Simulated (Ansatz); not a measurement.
The system is PbS (Galena).

```
Pb S
1.0
     0.00000    2.96575    2.96575
     2.96575    0.00000    2.96575
     2.96575    2.96575    0.00000
Pb S
1 1
Direct
  0.00000 0.00000 0.00000
  0.50000 0.50000 0.50000
```

* Program: Ansatz 0.2.0
* Task: relaxation of cell and atoms
* Functional: PBEsol
* Dispersion: D4
* Potentials or basis: all-electron LAPW, scalar-relativistic
* Basis error allowed: 0.001 eV/atom
* k mesh: 8 × 8 × 8
* Occupations: fermi-dirac, width 0.05 eV
* Spin: no spin polarisation

At the start: volume 26.09 Å³/atom.

Where does the relaxation end?

Over 5 steps the energy falls by 6.3 meV/atom and the volume is 25.15 Å³/atom (-3.6 %); space group Fm-3m (No. 225, to 0.05 Å).

Step by step:
```tsv
step	energy change (eV)	largest force (eV/Å)	volume (Å³)
1	0.0000	0.0000	52.17
2	-0.0081	0.0000	49.22
3	-0.0126	0.0000	50.35
4	-0.0127	0.0000	50.30
5	-0.0127	0.0000	50.30
```

Final structure:
```cif
data_structure
_symmetry_space_group_name_H-M 'P 1'
_symmetry_Int_Tables_number 1
_cell_length_a 4.1434
_cell_length_b 4.1434
_cell_length_c 4.1434
_cell_angle_alpha 60.000
_cell_angle_beta 60.000
_cell_angle_gamma 60.000
_cell_volume 50.30
loop_
_atom_site_label
_atom_site_type_symbol
_atom_site_fract_x
_atom_site_fract_y
_atom_site_fract_z
_atom_site_occupancy
Pb1 Pb 0.00000 0.00000 0.00000 1
S1 S 0.50000 0.50000 0.50000 1
```
